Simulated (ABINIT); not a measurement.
# InP (F-43m) in ABINIT: a series of runs, part 2 of 2

ABINIT 10.8.3 (patched build). The steps go on from the part before.

### Step 3. Single point, PBE (cell stretched)

Contents of run.abi:

```
# Pseudopotentials
pp_dirpath "./"
pseudos "In.upf, P.upf"

# Structure
acell 3*1.0
rprim
     0.0000000000     5.6817463886     5.6817463886
     5.6817463886     0.0000000000     5.6817463886
     5.6817463886     5.6817463886     0.0000000000
ntypat 2
znucl 49 15
natom 2
typat 1 2
xcart
     0.0000000000     0.0000000000     0.0000000000
     4.5099760605     4.5099760605     4.5099760605 Angstrom
chkprim 0
chksymtnons 0
tolsym 1.0e-6

# Plane-wave basis
ecut 37.0

# k points
kptopt 1
ngkpt 6 6 6
nshiftk 1
shiftk 0.0 0.0 0.0

# Exchange and correlation
ixc 11

# Bands and occupations
nband 17
occopt 3
tsmear 0.05 eV

# SCF cycle
nstep 100
tolvrs 1.0e-10

# Output
iomode 3
prtwf 0
prtden 0
prteig 0
prtebands 0
```

Potentials or basis: PseudoDojo NC SR PBE v0.5 stringent.

Run with:

```bash
abinit run.abi > log 2>&1
```

run.abo:

```text
.Version 10.8.3 of ABINIT
 Symmetries : space group F-4 3 m (#216); Bravais cF (face-center cubic)
================================================================================
 Values of the parameters that define the memory need of the present run
     intxc =       0    ionmov =       0      iscf =       7    lmnmax =       6
     lnmax =       6     mgfft =      48  mpssoang =       3    mqgrid =    3001
     natom =       2  nloc_mem =       1    nspden =       1   nspinor =       1
    nsppol =       1      nsym =      24    n1xccc =    2501    ntypat =       2
    occopt =       3   xclevel =       2
       mpw =        3954          nfft =      110592          nkpt =          16
================================================================================
================================================================================

--------------------------------------------------------------------------------
------------- Echo of variables that govern the present computation ------------
--------------------------------------------------------------------------------
 -outvars: echo values of preprocessed input variables --------
            acell      1.0000000000E+00  1.0000000000E+00  1.0000000000E+00 Bohr
              amu      1.14820000E+02  3.09737620E+01
          chkprim           0
      chksymtnons           0
             ecut      3.70000000E+01 Hartree
              ixc          11
         kptrlatt        6    0    0      0    6    0      0    0    6
          kptrlen      4.82112168E+01
            natom           2
            nband          17
            ngfft          48      48      48
             nkpt          16
[... 168 lines left out ...]
hartree             :  7.62539942871057E+01
xc                  : -3.01053496159836E+01
Ewald energy        : -1.01419181823551E+02
psp_core            :  2.96489846019184E+00
local_psp           : -2.08386774852660E+02
non_local_psp       : -1.58380320234929E+01
internal            : -2.06386168626815E+02
'-kT*entropy'       : -1.26199238392114E-05
total_energy        : -2.06386181246738E+02
total_energy_eV     : -5.61605409373804E+03
band_energy         : -2.70867706472905E+01
...

 Cartesian components of stress tensor (hartree/bohr^3)
  sigma(1 1)=  6.79530125E-05  sigma(3 2)=  0.00000000E+00
  sigma(2 2)=  6.79530125E-05  sigma(3 1)=  0.00000000E+00
  sigma(3 3)=  6.79530125E-05  sigma(2 1)=  0.00000000E+00

-Cartesian components of stress tensor (GPa)         [Pressure= -1.9992E+00 GPa]
- sigma(1 1)=  1.99924665E+00  sigma(3 2)=  0.00000000E+00
- sigma(2 2)=  1.99924665E+00  sigma(3 1)=  0.00000000E+00
- sigma(3 3)=  1.99924665E+00  sigma(2 1)=  0.00000000E+00

== END DATASET(S) ==============================================================
================================================================================

 -outvars: echo values of variables after computation  --------
            acell      1.0000000000E+00  1.0000000000E+00  1.0000000000E+00 Bohr
           etotal     -2.0638618125E+02
            fcart     -0.0000000000E+00 -0.0000000000E+00 -0.0000000000E+00
                      -0.0000000000E+00 -0.0000000000E+00 -0.0000000000E+00
            rprim      0.0000000000E+00  5.6817463886E+00  5.6817463886E+00
                       5.6817463886E+00  0.0000000000E+00  5.6817463886E+00
                       5.6817463886E+00  5.6817463886E+00  0.0000000000E+00
           strten      6.7953012454E-05  6.7953012454E-05  6.7953012454E-05
                       0.0000000000E+00  0.0000000000E+00  0.0000000000E+00
           xangst      0.0000000000E+00  0.0000000000E+00  0.0000000000E+00
                       4.5099760574E+00  4.5099760574E+00  4.5099760574E+00
             xred      0.0000000000E+00  0.0000000000E+00  0.0000000000E+00
                       7.5000000000E-01  7.5000000000E-01  7.5000000000E-01
 Calculation completed.
```

Wall time 37 s (1 thread of Arm Neoverse V1, shared host); peak memory 0.1 GiB.

Results:

```
Free energy                                           : -5616.0541 eV
Pressure                                              : -2.0 GPa
Band gap on the k mesh                                : 0.29 eV, direct
Valence electrons inside the program's atomic spheres : In 17.82; P 2.70
```

Caveat: spin-orbit coupling is left out, which moves the levels of the heavy elements.

### Step 4. Single point, PBE

Contents of run.abi:

```
pp_dirpath "./"
pseudos "In_ONCV_PBE-1.2.upf, P_ONCV_PBE-1.2.upf"

acell 3*1.0
rprim
     0.0000000000     5.5378424082     5.5378424082
     5.5378424082     0.0000000000     5.5378424082
     5.5378424082     5.5378424082     0.0000000000
ntypat 2
znucl 49 15
natom 2
typat 1 2
xred
     0.0000000000     0.0000000000     0.0000000000
     0.7500000000     0.7500000000     0.7500000000

ecut 952.398519 eV

kptopt 1
ngkpt 6 6 6
nshiftk 1
shiftk 0.0 0.0 0.0

ixc 11

nband 13
occopt 3
tsmear 0.00183747

nstep 100
tolvrs 1.0e-10

iomode 3
prtwf 0
prteig 0
prtebands 0
enunit 1
prtden 1
prtvha 1
prtvclmb 1
prtpot 1
prtelf 1
```

Potentials or basis: SG15 NC PBE v1.2.

Run with:

```bash
abinit run.abi > log 2>&1
```

run.abo:

```text
.Version 10.8.3 of ABINIT
 Symmetries : space group F-4 3 m (#216); Bravais cF (face-center cubic)
================================================================================
 Values of the parameters that define the memory need of the present run
     intxc =       0    ionmov =       0      iscf =       7    lmnmax =       6
     lnmax =       6     mgfft =      45  mpssoang =       3    mqgrid =    3001
     natom =       2  nloc_mem =       1    nspden =       1   nspinor =       1
    nsppol =       1      nsym =      24    n1xccc =       0    ntypat =       2
    occopt =       3   xclevel =       2
       mpw =        3386          nfft =       91125          nkpt =          16
================================================================================
================================================================================

--------------------------------------------------------------------------------
------------- Echo of variables that govern the present computation ------------
[... 213 lines left out ...]
- sigma(3 3)= -3.48797485E+00  sigma(2 1)=  0.00000000E+00

== END DATASET(S) ==============================================================
================================================================================

 -outvars: echo values of variables after computation  --------
            acell      1.0000000000E+00  1.0000000000E+00  1.0000000000E+00 Bohr
           etotal     -5.8906429835E+01
            fcart     -0.0000000000E+00 -0.0000000000E+00 -0.0000000000E+00
                      -0.0000000000E+00 -0.0000000000E+00 -0.0000000000E+00
            rprim      0.0000000000E+00  5.5378424082E+00  5.5378424082E+00
                       5.5378424082E+00  0.0000000000E+00  5.5378424082E+00
                       5.5378424082E+00  5.5378424082E+00  0.0000000000E+00
           strten     -1.1855385562E-04 -1.1855385562E-04 -1.1855385562E-04
                       0.0000000000E+00  0.0000000000E+00  0.0000000000E+00
           xangst      0.0000000000E+00  0.0000000000E+00  0.0000000000E+00
                       4.3957499970E+00  4.3957499970E+00  4.3957499970E+00
             xred      0.0000000000E+00  0.0000000000E+00  0.0000000000E+00
                       7.5000000000E-01  7.5000000000E-01  7.5000000000E-01
 Calculation completed.
```

Run time: 24 s. Hardware: 1 thread of Arm Neoverse V1, shared host; peak memory 0.08 GiB.

Results:

```
Free energy                                           : -1602.9256 eV
Pressure                                              : 3.5 GPa
Band gap on the k mesh                                : 0.71 eV, direct
Valence electrons inside the program's atomic spheres : In 9.88; P 2.76
```

Caveat: spin-orbit coupling is left out, which moves the levels of the heavy elements.

### Step 5. Summary

```tsv
level	potentials or basis	cell	cutoff (eV)	gap on the mesh (eV)	pressure (GPa)
LDA	PseudoDojo NC SR LDA v0.4.1 standard	as given	844	0.48	-
PBE	PseudoDojo NC SR PBE v0.5 stringent	cell stretched	1007	0.29	-2.0
PBE	SG15 NC PBE v1.2	as given	952	0.71	3.5
```

Alike in all rows: task single point; no spin polarisation; k mesh 6 × 6 × 6; smearing fermi-dirac 0.05 eV.

Caveats: spin-orbit coupling is left out, which moves the levels of the heavy elements.

Total energies depend on the potentials used, so only differences within one code and one set of settings carry meaning.

### Step 6. Against experiment

Step 2. Against the measured gap of InP, 1.4236 eV (direct; 1.6 K; a printed reference work, data compilation), the calculated 0.48 eV is off by -0.94 eV. Spin-orbit coupling on In is left out. The value is that of LDA, without temperature or zero-point motion. Semilocal functionals fall short of measured gaps as a rule.

Step 4. A measured gap of InP is 1.4236 eV (direct; 1.6 K; a printed reference work, data compilation); the calculated 0.71 eV misses it by -0.71 eV. Spin-orbit coupling on In is left out. The value is that of PBE, without temperature or zero-point motion. Semilocal functionals fall short of measured gaps as a rule.
